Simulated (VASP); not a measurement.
# MnSb (P6_3/mmc) in VASP: band structure with PBE

Aim: the band structure of MnSb with PBE.

All numbers are computed with VASP 6.6.1; they aren't measurements. Logs are shortened: lines on timing, memory, paths and dates and some standing lists are left out, and cuts for length are marked.

**1. Starting point**

It takes space group P6_3/mmc (No. 194, hexagonal). The conventional cell has a = 4.060 Å, b = 4.060 Å, c = 5.473 Å, α = 90.00°, β = 90.00°, γ = 120.00°. Around Mn (site symmetry -3m) lie 6 Sb at 2.71 Å and 2 Mn at 2.74 Å. Sb (site symmetry -6m2) is surrounded by 6 Mn at 2.71 Å.

**2. Band structure, PBE, collinear spin, ferromagnetic start**

File INCAR:

```
PREC = Accurate
ENCUT = 520
EDIFF = 1E-7
ISMEAR = 0
SIGMA = 1.0
LREAL = False
LASPH = True
NELM = 150
ALGO = Normal
ISIF = 2
LWAVE = False
LCHARG = False
ISPIN = 2
MAGMOM = 3.5 3.5 0 0
LORBIT = 11
LMAXMIX = 4
GGA = PE
NBANDS = 30
```

File KPOINTS:

```
Automatic mesh
0
Gamma
  12 12 8
```

File POSCAR:

```
MnSb                                    
1.0
    4.0595161681      0.0000000000      0.0000000000
   -2.0297580841      3.5156441327      0.0000000000
    0.0000000000      0.0000000000      5.4725092028
  Mn              Sb            
     2     2
Direct
     0.0000000000000000    0.0000000000000000    0.0000000000000000
     0.0000000000000000    0.0000000000000000    0.5000000000000000
     0.3333333300000021    0.6666666699999979    0.2500000000000000
     0.6666666699999979    0.3333333300000021    0.7500000000000000
```

File KPOINTS_OPT:

```
path GMKGALHA,LM,KH
20
line-mode
reciprocal
 0.0000000000  0.0000000000  0.0000000000  G
 0.5000000000  0.0000000000  0.0000000000  M

 0.5000000000  0.0000000000  0.0000000000  M
 0.3333333333  0.3333333333  0.0000000000  K

 0.3333333333  0.3333333333  0.0000000000  K
 0.0000000000  0.0000000000  0.0000000000  G

 0.0000000000  0.0000000000  0.0000000000  G
 0.0000000000  0.0000000000  0.5000000000  A

 0.0000000000  0.0000000000  0.5000000000  A
 0.5000000000  0.0000000000  0.5000000000  L

 0.5000000000  0.0000000000  0.5000000000  L
 0.3333333333  0.3333333333  0.5000000000  H

 0.3333333333  0.3333333333  0.5000000000  H
 0.0000000000  0.0000000000  0.5000000000  A

 0.5000000000  0.0000000000  0.5000000000  L
 0.5000000000  0.0000000000  0.0000000000  M

 0.3333333333  0.3333333333  0.0000000000  K
 0.3333333333  0.3333333333  0.5000000000  H
```

Potentials or basis: VASP PAW PBE potentials, release 64 (Mn_pv, Sb).

The run is started by

```console
$ cat potpaw_PBE.64/Mn_pv/POTCAR potpaw_PBE.64/Sb/POTCAR > POTCAR
$ mpirun -np 1 vasp_std > vasp.out
```

OUTCAR:

```text
PREC = Accurate
   ENCUT = 520
   EDIFF = 1E-7
   ISMEAR = 0
   LREAL = False
   LASPH = True
   NELM = 150
   ISIF = 2
   ISPIN = 2
   LORBIT = 11
   GGA = PE

 ion  position               nearest neighbor table
   1  0.000  0.000  0.000-   3 2.71   4 2.71   4 2.71   3 2.71   4 2.71   3 2.71   2 2.74   2 2.74

   2  0.000  0.000  0.500-   3 2.71   4 2.71   4 2.71   3 2.71   4 2.71   3 2.71   1 2.74   1 2.74

   3  0.333  0.667  0.250-   1 2.71   2 2.71   1 2.71   2 2.71   1 2.71   2 2.71   4 3.60   4 3.60
                             4 3.60   4 3.60   4 3.60   4 3.60
   4  0.667  0.333  0.750-   1 2.71   2 2.71   1 2.71   2 2.71   1 2.71   2 2.71   3 3.60   3 3.60
                             3 3.60   3 3.60   3 3.60   3 3.60

  LATTYP: Found a hexagonal cell.
 ALAT       =     4.0595161681
 C/A-ratio  =     1.3480693206

  Lattice vectors:

 A1 = (   4.0595161681,   0.0000000000,   0.0000000000)
 A2 = (  -2.0297580841,   3.5156441327,   0.0000000000)
 A3 = (   0.0000000000,   0.0000000000,   5.4725092028)

Analysis of symmetry for initial positions (statically):
=====================================================================
 Subroutine PRICEL returns:
 Original cell was already a primitive cell.

 Routine SETGRP: Setting up the symmetry group for a
 hexagonal supercell.

 Subroutine GETGRP returns: Found 24 space group operations
 (whereof 12 operations were pure point group operations)
 out of a pool of 24 trial point group operations.

The static configuration has the point symmetry D_3d.
 The point group associated with its full space group is D_6h.

Analysis of symmetry for dynamics (positions and initial velocities):
=====================================================================
 Subroutine PRICEL returns:
 Original cell was already a primitive cell.

 Routine SETGRP: Setting up the symmetry group for a
 hexagonal supercell.

 Subroutine GETGRP returns: Found 24 space group operations
 (whereof 12 operations were pure point group operations)
 out of a pool of 24 trial point group operations.

The dynamic configuration has the point symmetry D_3d.
 The point group associated with its full space group is D_6h.

Analysis of structural, dynamic, and magnetic symmetry:
=====================================================================
 Subroutine PRICEL returns:
 Original cell was already a primitive cell.

 Routine SETGRP: Setting up the symmetry group for a
 hexagonal supercell.

 Subroutine GETGRP returns: Found 24 space group operations
 (whereof 12 operations were pure point group operations)
 out of a pool of 24 trial point group operations.

The overall configuration has the point symmetry D_3d.
 The point group associated with its full space group is D_6h.

 Subroutine INISYM returns: Found 24 space group operations
 (whereof 12 operations are pure point group operations),
 and found     1 'primitive' translations

----------------------------------------------------------------------------------------

                                     Primitive cell

  volume of cell :      78.1026

  direct lattice vectors                    reciprocal lattice vectors
     4.059516168  0.000000000  0.000000000     0.246334775  0.142221448  0.000000000
    -2.029758084  3.515644133  0.000000000     0.000000000  0.284442896  0.000000000
     0.000000000  0.000000000  5.472509203     0.000000000  0.000000000  0.182731534

  length of vectors
     4.059516168  4.059516172  5.472509203     0.284442897  0.284442896  0.182731534

  position of ions in fractional coordinates (direct lattice)
     0.000000000  0.000000000  0.000000000
     0.000000000  0.000000000  0.500000000
     0.333333330  0.666666670  0.250000000
     0.666666670  0.333333330  0.750000000

  ion indices of the primitive-cell ions
   primitive index   ion index
                 1           1
                 2           2
                 3           3
                 4           4

----------------------------------------------------------------------------------------

 KPOINTS: Automatic mesh

Automatic generation of k-mesh.
 Grid dimensions read from file:
 generate k-points for:   12   12    8

 Generating k-lattice:

  Cartesian coordinates                     Fractional coordinates (reciprocal lattice)
     0.020527898  0.011851787  0.000000000     0.083333333  0.000000000  0.000000000
     0.000000000  0.023703575  0.000000000     0.000000000  0.083333333  0.000000000
     0.000000000  0.000000000  0.022841442     0.000000000  0.000000000  0.125000000

  Length of vectors
     0.023703575  0.023703575  0.022841442

  Shift w.r.t. Gamma in fractional coordinates (k-lattice)
     0.000000000  0.000000000  0.000000000

 Subroutine IBZKPT returns following result:
 ===========================================

 Found     95 irreducible k-points:

 Following reciprocal coordinates:
            Coordinates               Weight
  0.000000  0.000000  0.000000      1.000000
  0.083333 -0.000000  0.000000      6.000000
  0.166667  0.000000  0.000000      6.000000
  0.250000 -0.000000  0.000000      6.000000
  0.333333  0.000000  0.000000      6.000000
  0.416667  0.000000  0.000000      6.000000
[... 16 lines left out ...]
  0.250000 -0.000000  0.125000     12.000000
  0.333333  0.000000  0.125000     12.000000
 [... further k-points ...]
   k-points           NKPTS =     95   k-points in BZ     NKDIM =     95   number of bands    NBANDS=     30
   number of dos      NEDOS =    301   number of ions     NIONS =      4
   total plane-waves  NPLWV =  37800
   dimension x,y,z NGX =    30 NGY =   30 NGZ =   42
   dimension x,y,z NGXF=    60 NGYF=   60 NGZF=   84
   ions per type =               2   2
   NGX,Y,Z   is equivalent  to a cutoff of  12.29, 12.29, 12.76 a.u.
   NGXF,Y,Z  is equivalent  to a cutoff of  24.57, 24.57, 25.52 a.u.
 SYSTEM =  unknown system
   PREC   = accura    normal or accurate (medium, high low for compatibility)
   ISTART =      0    job   : 0-new  1-cont  2-samecut
   ICHARG =      2    charge: 1-file 2-atom 10-const
   ISPIN  =      2    spin polarized calculation?
   LNONCOLLINEAR =      F non collinear calculations
   LSORBIT =      F    spin-orbit coupling
   LASPH  =      T    aspherical Exc in radial PAW
   ENCUT  =  520.0 eV  38.22 Ry    6.18 a.u.   7.55  7.55 10.18*2*pi/ulx,y,z
   NELM   =    150;   NELMIN=  2; NELMDL= -5     # of ELM steps
   EDIFF  = 0.1E-06   stopping-criterion for ELM
   LREAL  =      F    real-space projection
   EDIFFG = 0.1E-05   stopping-criterion for IOM
   NSW    =      0    number of steps for IOM
   IBRION =     -1    ionic relax: 0-MD 1-quasi-New 2-CG
   NFREE  =      0    steps in history (QN), initial steepest desc. (CG)
   ISIF   =      2    stress and relaxation
   ISYM   =      2    0-nonsym 1-usesym 2-fastsym
   POTIM  = 0.5000    time-step for ionic-motion
   TEBEG  =    0.0;   TEEND  =   0.0 temperature during run
   PSTRESS=    0.0 pullay stress
   NELECT =      36.0000    total number of electrons
   NUPDOWN=      -1.0000    fix difference up-down
   EMIN   =  10.00;   EMAX   =-10.00  energy-range for DOS
   EFERMI =   0.00;   METHOD = LEGACY
   ISMEAR =     0;   SIGMA  =   1.00  broadening in eV -4-tet -1-fermi 0-gaus
   EFERMI_NEDOS =   21; number of points for ismear=-14 and -15
   IALGO  =     38    algorithm
   IMIX   =      4    mixing-type and parameters
     AMIX     =   0.40;   BMIX     =  1.00
     AMIX_MAG =   1.60;   BMIX_MAG =  1.00
  volume/ion in A,a.u.               =      19.53       131.77
  Fermi-wavevector in a.u.,A,eV,Ry     =   1.264602  2.389751 21.758675  1.599218
  Thomas-Fermi vector in A             =   2.397898
   LORBIT       =     11    0 simple, 1 ext, 2 COOP (PROOUT), +10 PAW based schemes
   GGA     = PE    functional components
   LHFCALC =     F    Hartree Fock is set to
   AEXX    =    0.0000 exact exchange contribution
   IVDW    =     0    specifies the selected vdW correction
   LEPSILON=     F    determine dielectric tensor
   LRPA    =     F    only Hartree local field effects (RPA)
 spin polarized calculation
 Gauss-broadening in eV      SIGMA  =   1.00
  energy-cutoff  :      520.00
  volume of cell :       78.10
 maximum number of plane-waves:      2129
   NGX = 15   NGY = 15   NGZ = 21

 number of electron      36.0000005 magnetization       4.9176956

 Free energy of the ion-electron system (eV)
  ---------------------------------------------------
  ext. energy  EPLUGINS =         0.00000000
  ---------------------------------------------------
  free energy    TOTEN  =       -27.16303752 eV

  energy without entropy =      -25.33685724  energy(sigma->0) =      -26.24994738

 E-fermi :   8.6250     XC(G=0): -11.0920

 val. band max:        8.6211394051   @ k =   0.1667   0.1667   0.5000
 cond. band min:       8.6251587125   @ k =   0.5000  -0.0000   0.0000
 fundamental gap:      0.0040193073
 Fermi energy:         8.6250431836

 spin component 1

 k-point     1 :       0.0000    0.0000    0.0000
  band No.  band energies     occupation
      1     -40.5112      1.00000
      2     -40.5111      1.00000
      3     -40.4964      1.00000
      4     -40.4964      1.00000
      5     -40.4545      1.00000
      6     -40.3076      1.00000
[... 22 lines left out ...]
     29      16.5640      0.00000
     30      16.5640      0.00000

 k-point     2 :       0.0833   -0.0000    0.0000
  band No.  band energies     occupation
      1     -40.5114      1.00000
      2     -40.5112      1.00000
      3     -40.4965      1.00000
      4     -40.4964      1.00000
      5     -40.4544      1.00000
      6     -40.3076      1.00000
[... 718 lines left out ...]
 k-point    24 :       0.3333    0.0000    0.1250
  band No.  band energies     occupation
      1     -40.5128      1.00000
      2     -40.5112      1.00000
      3     -40.4986      1.00000
      4     -40.4972      1.00000
      5     -40.4484      1.00000
      6     -40.3130      1.00000
[... 22 lines left out ...]
     29      17.3486      0.00000
     30      17.7275      0.00000

 [... further k-points ...]

 spin component 2

 k-point     1 :       0.0000    0.0000    0.0000
  band No.  band energies     occupation
      1     -37.9143      1.00000
      2     -37.8433      1.00000
      3     -37.8433      1.00000
      4     -37.8264      1.00000
      5     -37.8264      1.00000
      6     -37.7494      1.00000
[... 22 lines left out ...]
     29      17.2462      0.00000
     30      17.2462      0.00000

 k-point     2 :       0.0833   -0.0000    0.0000
  band No.  band energies     occupation
      1     -37.9142      1.00000
      2     -37.8435      1.00000
      3     -37.8433      1.00000
      4     -37.8266      1.00000
      5     -37.8264      1.00000
      6     -37.7494      1.00000
[... 718 lines left out ...]
 k-point    24 :       0.3333    0.0000    0.1250
  band No.  band energies     occupation
      1     -37.9073      1.00000
      2     -37.8454      1.00000
      3     -37.8434      1.00000
      4     -37.8290      1.00000
      5     -37.8273      1.00000
      6     -37.7554      1.00000
[... 22 lines left out ...]
     29      17.4502      0.00000
     30      18.1010      0.00000

 [... further k-points ...]

------------------------ aborting loop because EDIFF is reached ----------------------------------------

  FORCE on cell =-STRESS in cart. coord.  units (eV):
  Direction    XX          YY          ZZ          XY          YZ          ZX
  --------------------------------------------------------------------------------------
  -------------------------------------------------------------------------------------
  Total       -0.0025863     -0.0025863     -0.0012525      0.0000000     -0.0000000      0.0000000
  in kB       -0.0530554     -0.0530554     -0.0256932      0.0000000     -0.0000000      0.0000000
  external PRESSURE =      -0.0439347 kB  Pullay stress =       0.0000000 kB

 VOLUME and BASIS-vectors are now :
 -----------------------------------------------------------------------------
  energy-cutoff  :      520.00
  volume of cell :       78.10
      direct lattice vectors                 reciprocal lattice vectors
     4.059516168  0.000000000  0.000000000     0.246334775  0.142221448  0.000000000
    -2.029758084  3.515644133  0.000000000     0.000000000  0.284442896  0.000000000
     0.000000000  0.000000000  5.472509203     0.000000000  0.000000000  0.182731534

 POSITION                                       TOTAL-FORCE (eV/Angst)
 -----------------------------------------------------------------------------------
      0.00000      0.00000      0.00000         0.000000      0.000000      0.000000
      0.00000      0.00000      2.73625         0.000000      0.000000      0.000000
     -0.00000      2.34376      1.36813        -0.000000     -0.000000      0.000000
      2.02976      1.17188      4.10438        -0.000000      0.000000     -0.000000
 -----------------------------------------------------------------------------------
    total drift:                                0.000000     -0.000000      0.000000

  FREE ENERGIE OF THE ION-ELECTRON SYSTEM (eV)
  ---------------------------------------------------
  free  energy   TOTEN  =       -27.1630375187 eV

  energy  without entropy=      -25.3368572391  energy(sigma->0) =      -26.24994738

 total charge

# of ion       s       p       d       tot
------------------------------------------
    1        0.291   6.241   5.132  11.665
    2        0.291   6.241   5.132  11.665
    3        1.124   1.285   0.058   2.467
    4        1.124   1.285   0.058   2.467
--------------------------------------------------
tot          2.830  15.054  10.381  28.265

 magnetization (x)

# of ion       s       p       d       tot
------------------------------------------
    1        0.023   0.019   2.477   2.519
    2        0.023   0.019   2.477   2.519
    3       -0.003  -0.111   0.004  -0.110
    4       -0.003  -0.111   0.004  -0.110
--------------------------------------------------
tot          0.040  -0.185   4.963   4.818
```

It took 5.9 min on 1 thread of Intel Xeon 6975P-C (Granite Rapids), shared host; peak memory 0.64 GiB.

Results:

* Free energy: -27.1630 eV
* Pressure: 0.0 GPa
* Band gap along the path: none (metal or under the smearing width)
* Net moment: 4.92 μB per cell
* Site moments: Mn +2.52; Sb -0.11 μB
* Valence electrons inside the program's atomic spheres: Mn 11.66; Sb 2.47

Levels at the corners of the path, in eV from the Fermi level:
Spin up:
| point | band 18 | band 19 | band 20 | band 21 | band 22 | band 23 | band 24 | band 25 |
| --- | --- | --- | --- | --- | --- | --- | --- | --- |
| Γ | -1.11 | 0.51 | 0.70 | 0.70 | 2.94 | 2.94 | 3.20 | 3.29 |
| M | -1.60 | -1.26 | -1.18 | -1.11 | 0.00 | 1.63 | 3.94 | 3.99 |
| M | -1.60 | -1.26 | -1.18 | -1.11 | 0.00 | 1.63 | 3.94 | 3.99 |
| K | -1.21 | -1.21 | -1.21 | -0.21 | -0.21 | 0.87 | 0.87 | 3.25 |
| K | -1.21 | -1.21 | -1.21 | -0.21 | -0.21 | 0.87 | 0.87 | 3.25 |
| Γ | -1.11 | 0.51 | 0.70 | 0.70 | 2.94 | 2.94 | 3.20 | 3.29 |
| Γ | -1.11 | 0.51 | 0.70 | 0.70 | 2.94 | 2.94 | 3.20 | 3.29 |
| A | -2.00 | 0.08 | 0.08 | 2.33 | 2.33 | 2.33 | 2.33 | 5.23 |
| A | -2.00 | 0.08 | 0.08 | 2.33 | 2.33 | 2.33 | 2.33 | 5.23 |
| L | -1.75 | -1.57 | -1.57 | 0.58 | 0.58 | 1.92 | 1.92 | 4.84 |
| L | -1.75 | -1.57 | -1.57 | 0.58 | 0.58 | 1.92 | 1.92 | 4.84 |
| H | -1.73 | -1.07 | -1.07 | -1.00 | -1.00 | 3.93 | 3.93 | 6.49 |
| H | -1.73 | -1.07 | -1.07 | -1.00 | -1.00 | 3.93 | 3.93 | 6.49 |
| A | -2.00 | 0.08 | 0.08 | 2.33 | 2.33 | 2.33 | 2.33 | 5.23 |
| L | -1.75 | -1.57 | -1.57 | 0.58 | 0.58 | 1.92 | 1.92 | 4.84 |
| M | -1.60 | -1.26 | -1.18 | -1.11 | 0.00 | 1.63 | 3.94 | 3.99 |
| K | -1.21 | -1.21 | -1.21 | -0.21 | -0.21 | 0.87 | 0.87 | 3.25 |
| H | -1.73 | -1.07 | -1.07 | -1.00 | -1.00 | 3.93 | 3.93 | 6.49 |
Spin down:
```
point  band 11  band 12  band 13  band 14  band 15  band 16  band 17  band 18  band 19  band 20
    Γ    -2.76    -1.29    -0.32    -0.32     0.15     0.15     0.77     0.77     1.42     1.42
    M    -2.82    -2.48    -2.29    -2.24    -1.40     0.20     0.46     0.64     0.79     1.32
    M    -2.82    -2.48    -2.29    -2.24    -1.40     0.20     0.46     0.64     0.79     1.32
    K    -3.59    -2.40    -2.40    -1.75    -0.59     0.44     0.44     0.56     1.28     1.28
    K    -3.59    -2.40    -2.40    -1.75    -0.59     0.44     0.44     0.56     1.28     1.28
    Γ    -2.76    -1.29    -0.32    -0.32     0.15     0.15     0.77     0.77     1.42     1.42
    Γ    -2.76    -1.29    -0.32    -0.32     0.15     0.15     0.77     0.77     1.42     1.42
    A    -1.84    -1.84    -1.83    -1.83     0.31     0.31     0.31     0.31     0.93     0.93
    A    -1.84    -1.84    -1.83    -1.83     0.31     0.31     0.31     0.31     0.93     0.93
    L    -2.19    -2.19    -1.59    -1.59     0.16     0.16     0.65     0.65     0.67     0.67
    L    -2.19    -2.19    -1.59    -1.59     0.16     0.16     0.65     0.65     0.67     0.67
    H    -4.14    -4.14    -1.29    -1.29     0.17     0.17     0.51     0.51     1.02     1.02
    H    -4.14    -4.14    -1.29    -1.29     0.17     0.17     0.51     0.51     1.02     1.02
    A    -1.84    -1.84    -1.83    -1.83     0.31     0.31     0.31     0.31     0.93     0.93
    L    -2.19    -2.19    -1.59    -1.59     0.16     0.16     0.65     0.65     0.67     0.67
    M    -2.82    -2.48    -2.29    -2.24    -1.40     0.20     0.46     0.64     0.79     1.32
    K    -3.59    -2.40    -2.40    -1.75    -0.59     0.44     0.44     0.56     1.28     1.28
    H    -4.14    -4.14    -1.29    -1.29     0.17     0.17     0.51     0.51     1.02     1.02
```

Caveat: spin-orbit coupling is left out, which moves the levels of the heavy elements; only a ferromagnetic start was run, and an antiferromagnetic order may lie lower in energy.
